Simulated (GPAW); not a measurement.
C:

```xyz
2
Lattice="0.0000 1.7834 1.7834 1.7834 0.0000 1.7834 1.7834 1.7834 0.0000" Properties=species:S:1:pos:R:3 pbc="T T T"
C     2.6751    2.6751    2.6751
C     1.7834    1.7834    1.7834
```

This isn't the form of C at room conditions, which is graphite.

Base run:

* Program: GPAW 26.7.0
* Functional: r4SCAN
* Potentials or basis: GPAW PAW data sets (gpaw-data 1.2.1)
* Cutoff: 800 eV
* Basis: pw
* k mesh: 10 × 10 × 10
* Occupations: fermi-dirac, width 0.05 eV
* Spin: no spin polarisation

Its results: band gap on the k mesh 4.46 eV, indirect (least direct gap 6.02 eV).

The run is repeated on the same cell with these changes: functional from r4SCAN to PBE; basis from pw to fd. What comes out?

Band gap on the k mesh 4.18 eV, indirect (least direct gap 5.59 eV).

Several settings changed at once, so the effect can't be laid on one alone.

A k mesh can miss the band edges.
